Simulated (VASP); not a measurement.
# GaN in VASP: how settings move the PBE single point

Aim: see what changed inputs do to the PBE single point of GaN in the zincblende structure, under -2.0 % strain along z alone.

Program: VASP 6.6.1. PAW datasets, plane waves. (Simulation; spin polarisation is off.)

**1. Starting point**

The cell comes from an earlier relaxation with r2SCAN in another program, then strained, with the atoms relaxed again.

It is tetragonal, I-4m2 (No. 119); conventional cell a = 3.180 Å, c = 4.408 Å, 11.15 Å³ an atom. Ga has 4 N at 1.93 Å; N has 4 Ga at 1.93 Å.

As a file:

```xyz
2
Lattice="0.0000 2.2490 2.2040 2.2490 0.0000 2.2040 2.2490 2.2490 0.0000" Properties=species:S:1:pos:R:3 pbc="T T T"
Ga    0.0000    0.0000    0.0000
N     1.1245    1.1245    1.1020
```

**2. Baseline**

INCAR

```
ENCUT = 520.000000
SIGMA = 0.020000
EDIFF = 1.00e-07
GGA = PE
PREC = Accurate
IBRION = -1
ISIF = 2
ISMEAR = -1
NBANDS = 16
NELM = 120
NSW = 0
LASPH = .TRUE.
LCHARG = .FALSE.
LWAVE = .FALSE.
LREAL = .FALSE.
```

KPOINTS

```
KPOINTS created by Atomic Simulation Environment
0
Gamma
10 10 10
0 0 0
```

POSCAR

```
Ga N
 1.0000000000000000
     0.0000000000000000    2.2489525411000000    2.2039734903000001
     2.2489525411000000    0.0000000000000000    2.2039734903000001
     2.2489525411000000    2.2489525411000000    0.0000000000000000
 Ga  N
   1   1
Cartesian
  0.0000000000000000  0.0000000000000000  0.0000000000000000
  1.1244762705500000  1.1244762705500000  1.1019867451500001
```

A file KPOINTS_OPT adds named points for the levels; it doesn't enter the self-consistent loop.

Potentials: the recommended PBE PAW datasets, 18 valence electrons.

Launch:

```sh
$ mpirun -np 1 vasp_std
```

The closing lines of the self-consistent loop in OSZICAR:

```text
DAV:  12    -0.121122675068E+02   -0.51981E-05   -0.29390E-05  3840   0.532E-02    0.116E-02
DAV:  13    -0.121122672544E+02    0.25240E-06   -0.80058E-07  4112   0.153E-02    0.346E-03
DAV:  14    -0.121122671805E+02    0.73875E-07   -0.52874E-08  2928   0.301E-03
   1 F= -.12112267E+02 E0= -.12112267E+02  d E =-.127135E-12
```

It took 24 s on 1 MPI rank of Intel Xeon Platinum 8488C, shared host; peak memory 0.18 GiB.

Values of the reference: energy (σ→0) -12.1123 eV, pressure 10.38 GPa, gap on the mesh 1.83 eV.

**3. Try 1**

INCAR: that of step 2 with these lines changed.

```diff
@@ -9,3 +9,2 @@
 NBANDS = 16
-NELM = 120
 NSW = 0
@@ -15 +14,3 @@
 LREAL = .FALSE.
+NELECT = 17
+NELM = 72
```

KPOINTS is that of step 2.

POSCAR is that of step 2.

Launch:

```sh
$ mpirun -np 1 vasp_std
```

Printed to the terminal (iteration lines stand in OSZICAR):

```text
POSCAR found type information on POSCAR GaN
 POSCAR found :  2 types and       2 ions
 LDA part: xc-table for (Slater+PW92), standard interpolation
 POSCAR, INCAR and KPOINTS ok, starting setup
 FFT: planning ... GRIDC
 FFT: planning ... GRID_SOFT
 FFT: planning ... GRID
 WAVECAR not read
 entering main loop
 the old and the new charge density differ
    0.436E+00
```

OSZICAR:

```text
N       E                     dE             d eps       ncg     rms          rms(c)
DAV:   1     0.645225508449E+02    0.64523E+02   -0.82127E+03  3712   0.181E+03
DAV:   2    -0.116622381438E+02   -0.76185E+02   -0.71172E+02  3744   0.299E+02
DAV:   3    -0.164439462023E+02   -0.47817E+01   -0.47268E+01  3776   0.634E+01
DAV:   4    -0.164957260895E+02   -0.51780E-01   -0.51756E-01  4216   0.701E+00
DAV:   5    -0.164964581343E+02   -0.73204E-03   -0.73203E-03  3896   0.738E-01    0.436E+00
DAV:   6    -0.164263432484E+02    0.70115E-01   -0.92148E-01  4928   0.308E+01    0.168E+00
DAV:   7    -0.164108368524E+02    0.15506E-01   -0.14644E-01  3800   0.372E+00    0.102E+00
DAV:   8    -0.164091679178E+02    0.16689E-02   -0.71338E-03  5008   0.167E+00    0.387E-01
DAV:   9    -0.164089576450E+02    0.21027E-03   -0.19271E-03  4416   0.738E-01    0.833E-02
DAV:  10    -0.164089648592E+02   -0.72142E-05   -0.14962E-04  4496   0.167E-01    0.327E-02
DAV:  11    -0.164089925462E+02   -0.27687E-04   -0.29256E-05  3712   0.538E-02    0.108E-02
DAV:  12    -0.164089894344E+02    0.31118E-05   -0.58315E-06  4328   0.244E-02    0.160E-03
DAV:  13    -0.164089895440E+02   -0.10964E-06   -0.69677E-07  4072   0.611E-03    0.206E-03
DAV:  14    -0.164089894388E+02    0.10520E-06   -0.39756E-08  3200   0.192E-03    0.138E-04
DAV:  15    -0.164089894489E+02   -0.10120E-07   -0.54470E-09  1816   0.977E-04
   1 F= -.16408989E+02 E0= -.16408079E+02  d E =-.182149E-02
```

Parts of OUTCAR:

```text
k-points           NKPTS =    102   k-points in BZ     NKDIM =    102   number of bands    NBANDS=     16

   NELECT =      17.0000    total number of electrons

   dimension x,y,z NGX =    24 NGY =   24 NGZ =   24
   dimension x,y,z NGXF=    48 NGYF=   48 NGZF=   48

  energy-cutoff  :      520.00
  volume of cell :       22.29
      direct lattice vectors                 reciprocal lattice vectors
     0.000000000  2.248952541  2.203973490    -0.222325723  0.222325723  0.226862983
     2.248952541  0.000000000  2.203973490     0.222325723 -0.222325723  0.226862983
     2.248952541  2.248952541  0.000000000     0.222325723  0.222325723 -0.226862983

 k-points in reciprocal lattice and weights: KPOINTS created by Atomic Simulation Env
   0.00000000  0.00000000  0.00000000       0.001
   0.10000000 -0.00000000  0.00000000       0.008
   0.20000000 -0.00000000  0.00000000       0.008
   0.30000000  0.00000000  0.00000000       0.008
   0.40000000 -0.00000000  0.00000000       0.008
   0.50000000  0.00000000  0.00000000       0.004
   0.10000000  0.10000000  0.00000000       0.002
   0.20000000  0.10000000  0.00000000       0.008
[... 94 more k-points ...]

 E-fermi :   3.4050

 k-point     1 :       0.0000    0.0000    0.0000
  band No.  band energies     occupation
      1     -11.1371      2.00000
      2      -8.0935      2.00000
      3      -8.0935      2.00000
      4      -8.0802      2.00000
      5      -7.7169      2.00000
      6      -7.7085      2.00000
      7       4.4704      0.00000
      8       4.4704      0.00000
      9       4.5433      0.00000
     10       7.4826      0.00000
     11      16.4599      0.00000
     12      16.4880      0.00000
     13      16.4880      0.00000
     14      24.3892      0.00000
     15      25.3629      0.00000
     16      25.3629      0.00000

 k-point     2 :       0.1000   -0.0000    0.0000
  band No.  band energies     occupation
      1     -11.0377      2.00000
      2      -8.0791      2.00000
      3      -8.0715      2.00000
      4      -8.0451      2.00000
      5      -7.7176      2.00000
      6      -7.7102      2.00000
      7       3.6680      0.00000
      8       4.3754      0.00000
      9       4.4329      0.00000
     10       8.1338      0.00000
     11      15.9390      0.00000
     12      16.6244      0.00000
     13      16.6358      0.00000
     14      23.8449      0.00000
     15      24.0761      0.00000
     16      24.5700      0.00000

 k-point     3 :       0.2000   -0.0000    0.0000
  band No.  band energies     occupation
      1     -10.7837      2.00000
      2      -8.0453      2.00000
      3      -8.0360      2.00000
      4      -7.8832      2.00000
      5      -7.7149      2.00000
      6      -7.7105      2.00000
      7       2.0633      2.00000
      8       4.1378      0.00000
      9       4.2143      0.00000
     10       9.2107      0.00000
     11      15.0117      0.00000
     12      16.8295      0.00000
     13      16.9333      0.00000
     14      23.0787      0.00000
     15      23.1028      0.00000
     16      23.5771      0.00000

[... the tables of k-points 4 to 102 left out ...]

  Total       -8.6939521     -8.6939521     -8.6826930      0.0000000      0.0000000     -0.0000000
  in kB     -624.7854142   -624.7854142   -623.9762883      0.0000000      0.0000000     -0.0000000
  external PRESSURE =    -624.5157055 kB  Pullay stress =       0.0000000 kB

 POSITION                                       TOTAL-FORCE (eV/Angst)
 -----------------------------------------------------------------------------------
      0.00000      0.00000      0.00000         0.000000      0.000000      0.000000
      1.12448      1.12448      1.10199        -0.000000     -0.000000     -0.000000
 -----------------------------------------------------------------------------------
    total drift:                                0.000003      0.000003      0.000002

  FREE ENERGIE OF THE ION-ELECTRON SYSTEM (eV)
  ---------------------------------------------------
  free  energy   TOTEN  =       -16.4089894489 eV

  energy  without entropy=      -16.4071679601  energy(sigma->0) =      -16.40807870
```

Run time: 22 s. Hardware: 1 MPI rank of Intel Xeon Platinum 8488C, shared host; peak memory 0.16 GiB.

Changed: NELECT = 17, NELM = 72. The run ends normally. Its total energy is on another scale than the reference's; the pressure goes from 10.4 to -62.5 GPa. The pressure of a charged cell depends on the background and is no physical response. The cell is charged, with a uniform background to balance it.

**4. Try 2**

INCAR: that of step 2 with these lines changed.

```diff
@@ -2,3 +2,2 @@
 SIGMA = 0.020000
-EDIFF = 1.00e-07
 GGA = PE
@@ -15 +14,2 @@
 LREAL = .FALSE.
+EDIFF = 0.0001
```

KPOINTS is that of step 2.

POSCAR is that of step 2.

Launch:

```sh
$ mpirun -np 1 vasp_std
```

Standard output, without the iteration lines:

```text
POSCAR found type information on POSCAR GaN
 POSCAR found :  2 types and       2 ions
 LDA part: xc-table for (Slater+PW92), standard interpolation
 POSCAR, INCAR and KPOINTS ok, starting setup
 FFT: planning ... GRIDC
 FFT: planning ... GRID_SOFT
 FFT: planning ... GRID
 WAVECAR not read
 entering main loop
```

OSZICAR:

```text
N       E                     dE             d eps       ncg     rms          rms(c)
DAV:   1     0.778438797167E+02    0.77844E+02   -0.94190E+03  3712   0.203E+03
DAV:   2    -0.872276429998E+01   -0.86567E+02   -0.81352E+02  3744   0.321E+02
DAV:   3    -0.140962123121E+02   -0.53734E+01   -0.53514E+01  3776   0.687E+01
DAV:   4    -0.141554516667E+02   -0.59239E-01   -0.59226E-01  4216   0.760E+00
DAV:   5    -0.141562685979E+02   -0.81693E-03   -0.81692E-03  3896   0.791E-01    0.781E+00
DAV:   6    -0.121089053695E+02    0.20474E+01   -0.48763E+00  4928   0.406E+01    0.268E+00
DAV:   7    -0.121197487078E+02   -0.10843E-01   -0.33477E-01  3568   0.652E+00    0.178E+00
DAV:   8    -0.121160223831E+02    0.37263E-02   -0.53317E-02  3840   0.332E+00    0.751E-01
DAV:   9    -0.121120439619E+02    0.39784E-02   -0.14497E-02  4872   0.284E+00    0.186E-01
DAV:  10    -0.121123589837E+02   -0.31502E-03   -0.15673E-03  3976   0.570E-01    0.860E-02
DAV:  11    -0.121122599093E+02    0.99074E-04   -0.26480E-04  3264   0.252E-01
   1 F= -.12112260E+02 E0= -.12112260E+02  d E =-.125065E-12
```

OUTCAR, selected sections:

```text
k-points           NKPTS =    102   k-points in BZ     NKDIM =    102   number of bands    NBANDS=     16

   NELECT =      18.0000    total number of electrons

   dimension x,y,z NGX =    24 NGY =   24 NGZ =   24
   dimension x,y,z NGXF=    48 NGYF=   48 NGZF=   48

  energy-cutoff  :      520.00
  volume of cell :       22.29
      direct lattice vectors                 reciprocal lattice vectors
     0.000000000  2.248952541  2.203973490    -0.222325723  0.222325723  0.226862983
     2.248952541  0.000000000  2.203973490     0.222325723 -0.222325723  0.226862983
     2.248952541  2.248952541  0.000000000     0.222325723  0.222325723 -0.226862983

 k-points in reciprocal lattice and weights: KPOINTS created by Atomic Simulation Env
   0.00000000  0.00000000  0.00000000       0.001
   0.10000000 -0.00000000  0.00000000       0.008
   0.20000000 -0.00000000  0.00000000       0.008
   0.30000000  0.00000000  0.00000000       0.008
   0.40000000 -0.00000000  0.00000000       0.008
   0.50000000  0.00000000  0.00000000       0.004
   0.10000000  0.10000000  0.00000000       0.002
   0.20000000  0.10000000  0.00000000       0.008
[... 94 more k-points ...]

 E-fermi :   6.0869

 k-point     1 :       0.0000    0.0000    0.0000
  band No.  band energies     occupation
      1     -10.5906      2.00000
      2      -7.9048      2.00000
      3      -7.9048      2.00000
      4      -7.8826      2.00000
      5      -7.5515      2.00000
      6      -7.5499      2.00000
      7       5.5399      2.00000
      8       5.5399      2.00000
      9       5.6311      2.00000
     10       7.4625      0.00000
     11      16.0039      0.00000
     12      16.0599      0.00000
     13      16.0599      0.00000
     14      23.5282      0.00000
     15      24.4018      0.00000
     16      24.4018      0.00000

 k-point     2 :       0.1000   -0.0000    0.0000
  band No.  band energies     occupation
      1     -10.4744      2.00000
      2      -7.8901      2.00000
      3      -7.8802      2.00000
      4      -7.8557      2.00000
      5      -7.5524      2.00000
      6      -7.5518      2.00000
      7       4.4798      2.00000
      8       5.4250      2.00000
      9       5.4962      2.00000
     10       8.3012      0.00000
     11      15.5335      0.00000
     12      16.2123      0.00000
     13      16.2144      0.00000
     14      23.0896      0.00000
     15      23.1606      0.00000
     16      23.7107      0.00000

 k-point     3 :       0.2000   -0.0000    0.0000
  band No.  band energies     occupation
      1     -10.1784      2.00000
      2      -7.8562      2.00000
      3      -7.8417      2.00000
      4      -7.7028      2.00000
      5      -7.5518      2.00000
      6      -7.5495      2.00000
      7       2.6387      2.00000
      8       5.1421      2.00000
      9       5.2363      2.00000
     10       9.3869      0.00000
     11      14.7445      0.00000
     12      16.4303      0.00000
     13      16.5330      0.00000
     14      22.1109      0.00000
     15      22.4023      0.00000
     16      22.7833      0.00000

[... the tables of k-points 4 to 102 left out ...]

  Total        1.3458253      1.3458253      1.6612605      0.0000000      0.0000000     -0.0000000
  in kB       96.7168889     96.7168889    119.3854451      0.0000000      0.0000000     -0.0000000
  external PRESSURE =     104.2730743 kB  Pullay stress =       0.0000000 kB

 POSITION                                       TOTAL-FORCE (eV/Angst)
 -----------------------------------------------------------------------------------
      0.00000      0.00000      0.00000        -0.000000      0.000000     -0.000000
      1.12448      1.12448      1.10199         0.000000     -0.000000      0.000000
 -----------------------------------------------------------------------------------
    total drift:                                0.000001      0.000001     -0.000000

  FREE ENERGIE OF THE ION-ELECTRON SYSTEM (eV)
  ---------------------------------------------------
  free  energy   TOTEN  =       -12.1122599093 eV

  energy  without entropy=      -12.1122599093  energy(sigma->0) =      -12.11225991
```

Wall time 17 s (1 MPI rank of Intel Xeon Platinum 8488C, shared host); peak memory 0.16 GiB.

Changed: EDIFF = 0.0001. VASP runs to the end. Against the reference the energy moves by less than 0.1 meV/atom.

**5. Try 3**

INCAR: that of step 2 with these lines changed.

```diff
@@ -9,3 +9,2 @@
 NBANDS = 16
-NELM = 120
 NSW = 0
@@ -15 +14,4 @@
 LREAL = .FALSE.
+NELMDL = -12
+ISYM = 0
+NELM = 74
```

KPOINTS

```
KPOINTS created by Atomic Simulation Environment
0
Gamma
4 4 4
0 0 0
```

POSCAR is that of step 2.

Launch:

```sh
$ mpirun -np 1 vasp_std
```

Standard output, without the iteration lines:

```text
POSCAR found type information on POSCAR GaN
 POSCAR found :  2 types and       2 ions
 LDA part: xc-table for (Slater+PW92), standard interpolation
 POSCAR, INCAR and KPOINTS ok, starting setup
 FFT: planning ... GRIDC
 FFT: planning ... GRID_SOFT
 FFT: planning ... GRID
 WAVECAR not read
 entering main loop
```

OSZICAR:

```text
N       E                     dE             d eps       ncg     rms          rms(c)
DAV:   1     0.776104616209E+02    0.77610E+02   -0.94441E+03  1304   0.203E+03
DAV:   2    -0.896290308148E+01   -0.86573E+02   -0.80370E+02  1344   0.319E+02
DAV:   3    -0.140783254586E+02   -0.51154E+01   -0.50991E+01  1336   0.670E+01
DAV:   4    -0.141366014773E+02   -0.58276E-01   -0.58270E-01  1488   0.763E+00
DAV:   5    -0.141373056700E+02   -0.70419E-03   -0.70418E-03  1384   0.717E-01
DAV:   6    -0.141373293838E+02   -0.23714E-04   -0.23714E-04  1640   0.119E-01
DAV:   7    -0.141373298270E+02   -0.44325E-06   -0.44318E-06  1384   0.124E-02
DAV:   8    -0.141373298447E+02   -0.17681E-07   -0.17685E-07  1256   0.220E-03
DAV:   9    -0.141373298454E+02   -0.69303E-09   -0.68937E-09  1032   0.552E-04
DAV:  10    -0.141373298455E+02   -0.78217E-10   -0.12976E-09  1008   0.313E-04
DAV:  11    -0.141373298456E+02   -0.97316E-10   -0.48562E-10   856   0.168E-04
DAV:  12    -0.141373298456E+02    0.00000E+00   -0.18952E-10   808   0.119E-04    0.786E+00
DAV:  13    -0.120425716078E+02    0.20948E+01   -0.48900E+00  1720   0.408E+01    0.265E+00
DAV:  14    -0.120561661330E+02   -0.13595E-01   -0.36392E-01  1392   0.639E+00    0.180E+00
DAV:  15    -0.120533513437E+02    0.28148E-02   -0.55614E-02  1216   0.364E+00    0.764E-01
DAV:  16    -0.120487620617E+02    0.45893E-02   -0.17150E-02  1712   0.313E+00    0.181E-01
DAV:  17    -0.120490835283E+02   -0.32147E-03   -0.17657E-03  1352   0.631E-01    0.757E-02
DAV:  18    -0.120489896641E+02    0.93864E-04   -0.31626E-04  1688   0.271E-01    0.125E-02
DAV:  19    -0.120489962746E+02   -0.66105E-05   -0.33528E-05  1304   0.599E-02    0.116E-02
DAV:  20    -0.120489960515E+02    0.22307E-06   -0.10955E-06  1464   0.162E-02    0.392E-03
DAV:  21    -0.120489959688E+02    0.82690E-07   -0.65341E-08   928   0.322E-03
   1 F= -.12048996E+02 E0= -.12048996E+02  d E =-.480220E-11
```

Parts of OUTCAR:

```text
k-points           NKPTS =     36   k-points in BZ     NKDIM =     36   number of bands    NBANDS=     16

   NELECT =      18.0000    total number of electrons

   dimension x,y,z NGX =    24 NGY =   24 NGZ =   24
   dimension x,y,z NGXF=    48 NGYF=   48 NGZF=   48

  energy-cutoff  :      520.00
  volume of cell :       22.29
      direct lattice vectors                 reciprocal lattice vectors
     0.000000000  2.248952541  2.203973490    -0.222325723  0.222325723  0.226862983
     2.248952541  0.000000000  2.203973490     0.222325723 -0.222325723  0.226862983
     2.248952541  2.248952541  0.000000000     0.222325723  0.222325723 -0.226862983

 k-points in reciprocal lattice and weights: KPOINTS created by Atomic Simulation Env
   0.00000000  0.00000000  0.00000000       0.016
   0.25000000  0.00000000  0.00000000       0.031
   0.00000000  0.00000000 -0.25000000       0.031
   0.00000000  0.25000000  0.00000000       0.031
   0.25000000  0.25000000  0.25000000       0.031
   0.50000000  0.00000000  0.00000000       0.016
   0.00000000  0.00000000  0.50000000       0.016
   0.00000000  0.50000000  0.00000000       0.016
[... 28 more k-points ...]

 E-fermi :   6.1160

 k-point     1 :       0.0000    0.0000    0.0000
  band No.  band energies     occupation
      1     -10.5560      2.00000
      2      -7.9024      2.00000
      3      -7.9024      2.00000
      4      -7.8801      2.00000
      5      -7.5509      2.00000
      6      -7.5494      2.00000
      7       5.5877      2.00000
      8       5.5877      2.00000
      9       5.6792      2.00000
     10       7.4921      0.00000
     11      16.0086      0.00000
     12      16.0652      0.00000
     13      16.0652      0.00000
     14      23.5464      0.00000
     15      24.4090      0.00000
     16      24.4090      0.00000

 k-point     2 :       0.2500    0.0000    0.0000
  band No.  band energies     occupation
      1      -9.9746      2.00000
      2      -7.8371      2.00000
      3      -7.8219      2.00000
      4      -7.5542      2.00000
      5      -7.5424      2.00000
      6      -7.5301      2.00000
      7       1.6993      2.00000
      8       5.0236      2.00000
      9       5.1321      2.00000
     10       9.8234      0.00000
     11      14.5137      0.00000
     12      16.4301      0.00000
     13      16.6058      0.00000
     14      21.7558      0.00000
     15      22.5612      0.00000
     16      22.7779      0.00000

 k-point     3 :       0.0000    0.0000   -0.2500
  band No.  band energies     occupation
      1      -9.9746      2.00000
      2      -7.8371      2.00000
      3      -7.8219      2.00000
      4      -7.5542      2.00000
      5      -7.5424      2.00000
      6      -7.5301      2.00000
      7       1.6993      2.00000
      8       5.0236      2.00000
      9       5.1321      2.00000
     10       9.8234      0.00000
     11      14.5137      0.00000
     12      16.4301      0.00000
     13      16.6058      0.00000
     14      21.7558      0.00000
     15      22.5612      0.00000
     16      22.7779      0.00000

[... the tables of k-points 4 to 36 left out ...]

  Total        1.3317441      1.3317443      1.6492645      0.0000291      0.0000216      0.0000216
  in kB       95.7049539     95.7049709    118.5233556      0.0020912      0.0015511      0.0015521
  external PRESSURE =     103.3110935 kB  Pullay stress =       0.0000000 kB

 POSITION                                       TOTAL-FORCE (eV/Angst)
 -----------------------------------------------------------------------------------
      0.00000      0.00000      0.00000         0.000014      0.000014      0.000015
      1.12448      1.12448      1.10199        -0.000014     -0.000014     -0.000015
 -----------------------------------------------------------------------------------
    total drift:                                0.000004      0.000004      0.000008

  FREE ENERGIE OF THE ION-ELECTRON SYSTEM (eV)
  ---------------------------------------------------
  free  energy   TOTEN  =       -12.0489959688 eV

  energy  without entropy=      -12.0489959688  energy(sigma->0) =      -12.04899597
```

It took 11 s on 1 MPI rank of Intel Xeon Platinum 8488C, shared host; peak memory 0.14 GiB.

Changed: NELMDL = -12, ISYM = 0, NELM = 74, mesh 4×4×4. VASP runs to the end. Against the reference the energy moves by +31.6 meV/atom. These settings are too coarse to quote the result as the crystal's.

**6. All runs together**

| run | changed | ending | energy change (meV/atom) | pressure (GPa) | gap on the mesh (eV; negative: overlap) | electronic steps | time | usable |
| --- | --- | --- | --- | --- | --- | --- | --- | --- |
| ref. | – | converged | 0 | 10.4 | 1.83 | 14 | 24 s | yes |
| 1 | NELECT = 17, NELM = 72 | converged | – | -62.5 | – | 15 | 22 s | no |
| 2 | EDIFF = 0.0001 | converged | 0.0 | 10.4 | 1.83 | 11 | 17 s | yes |
| 3 | NELMDL = -12, ISYM = 0, NELM = 74, mesh 4×4×4 | converged | 31.6 | 10.3 | 1.81 | 21 | 11 s | no |

What this shows: Of 3 altered inputs, 2 ended normally on a faulty or unsound input, 1 gave usable results.
